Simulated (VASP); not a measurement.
C: single point with PBE

The system is C.

```
C
1.0
     0.00000    1.78337    1.78337
     1.78337    0.00000    1.78337
     1.78337    1.78337    0.00000
C
2
Direct
  0.75000 0.75000 0.75000
  0.50000 0.50000 0.50000
```

This isn't the form of C at room conditions, which is graphite.

```yaml
Program: VASP 6.6.1
Task: single point
Functional: PBE
Potentials_or_basis: VASP PAW PBE potentials, release 64 (C)
Cutoff: 520 eV
k_mesh: 13 × 13 × 13
Occupations: gaussian, width 0.011 eV
Spin: no spin polarisation
Further_INCAR_settings: ALGO = Fast; EDIFF = 1e-06; NBANDS = 11
```

* Pressure: 2.5 GPa
* Band gap on the k mesh: 4.14 eV, indirect (least direct gap 5.59 eV)

Levels at points of the mesh, in eV from the valence-band top:
```csv
k point,band 1,band 2,band 3,band 4,band 5,band 6,band 7,band 8
"(0.00, 0.00, 0.00)",-21.48,0.00,0.00,0.00,5.59,5.59,5.59,13.33
```

Wall time 7.8 s on 1 thread of Intel(R) Xeon(R) Platinum 8488C (Sapphire Rapids), on a shared host, peak memory 0.12 GiB.

Caveat: an odd mesh through Γ misses points on the zone boundary, where band edges often lie. Expect the measured gap to be larger: semilocal functionals such as PBE lack the derivative discontinuity.
